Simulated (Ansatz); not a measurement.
**Zone-centre phonons of InP at -3 GPa: input and output**

All numbers below come from Ansatz, DFT PBEsol, scalar-relativistic, plane waves, PAW.

Launched with:
```bash
ansatz run input.yaml --threads 1 --pin off --max-ram 3072MiB --backend cpu --events-out ev --progress --plain --runs-dir out
```

Input (bare energies are in eV):
```yaml
crystal:
  lattice:
    - [0.0, 2.7670908579, 2.7670908579]
    - [2.7670908579, 0.0, 2.7670908579]
    - [2.7670908579, 2.7670908579, 0.0]
  atoms:
    - { symbol: In, position: [0.0, 0.0, 0.0] }
    - { symbol: P, position: [0.5, 0.5, 0.5] }
basis:
  ecutwfc: 420
kpoints:
  mp_grid: { grid: [14, 14, 14] }
hamiltonian:
  xc: pbesol
scf:
  occupations: { method: fermi_dirac, width: 0.15 }
output:
  eigenvalues: true
phonons:
  method: dfpt
  eigenvectors: true
```

Results section of the output:
```
--- Phonons (Γ-DFPT): 2 representative perturbations + reference, on 244 of 2744 k-points (Σ response iterations 6) ---
  k mesh reduced under 8 symmetry operations, with k and −k counted as one. Each operation leaves every solved perturbation unchanged. A smaller set is not used because it would not reduce the number of displacements ...
  ASR residual: 4.427e-5 → 0.000e0 eV/Å²; symmetrization residual: 6.499e-6 eV/Å²
  ASR residual per site (eV/Å²): 2.60e-6 4.43e-5
  Γ frequencies (cm⁻¹): 0.00 0.00 0.00 147.52 147.52 147.52
  non-analytic LO–TO correction: not included (Born effective charges unavailable; polar crystals: no LO–TO splitting at Γ)
```

The run took 96 s on 1 thread of Intel(R) Xeon(R) Processor @ 2.50GHz (Skylake/Cascade Lake), with other jobs on the host, peak memory 0.75 GiB.

In a metal, frequencies and elastic constants depend on the k mesh and the smearing, soft modes and shear constants most.

This rock-salt form isn't the usual stable structure of the compound at low pressure.